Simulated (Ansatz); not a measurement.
Re:

```
CELL_PARAMETERS angstrom
2.76639 0.00000 0.00000
-1.38319 2.39576 0.00000
0.00000 0.00000 8.93885
ATOMIC_POSITIONS crystal
Re 0.66667 0.33333 0.75000
Re 0.00000 0.00000 0.50000
Re 0.33333 0.66667 0.25000
Re 0.00000 0.00000 0.00000
```

```yaml
Program: Ansatz 0.2.0
Task: relaxation of cell and atoms
Functional: PBEsol
Dispersion: D3(BJ)
Potentials_or_basis: Ansatz PAW
Cutoff: "420 eV (not typed: the program's choice for these potentials)"
k_mesh: 11 × 11 × 3
Occupations: fermi-dirac, width 0.05 eV
Spin: no spin polarisation
```

At the start: volume 14.81 Å³/atom.

Problem. How do energy, volume and symmetry change on relaxing?

Solution. It ends after 5 steps and the volume is 14.26 Å³/atom (-3.7 %); space group P6_3/mmc (No. 194, to 0.05 Å).

The path:
```
step  energy change (eV)  largest force (eV/Å)  volume (Å³)
   1              0.0000                0.0000        59.24
   2             -0.0993                0.0000        57.40
   3             -0.1024                0.0000        57.03
   4             -0.1024                0.0000        57.05
   5             -0.1003                0.0000        57.05
```

Final structure:
```
Re
1.0
     2.73154    0.00000    0.00000
    -1.36577    2.36558    0.00000
     0.00000    0.00000    8.82958
Re
4
Direct
  0.66667 0.33333 0.75000
  0.00000 0.00000 0.50000
  0.33333 0.66667 0.25000
  0.00000 0.00000 0.00000
```

Caveat: the plane-wave basis is chosen anew once the cell has moved, so the energies of steps on either side of that aren't comparable; the PAW data sets come from PBE, with cores solved anew for the run's functional, which leaves a small shift of forces and pressure.
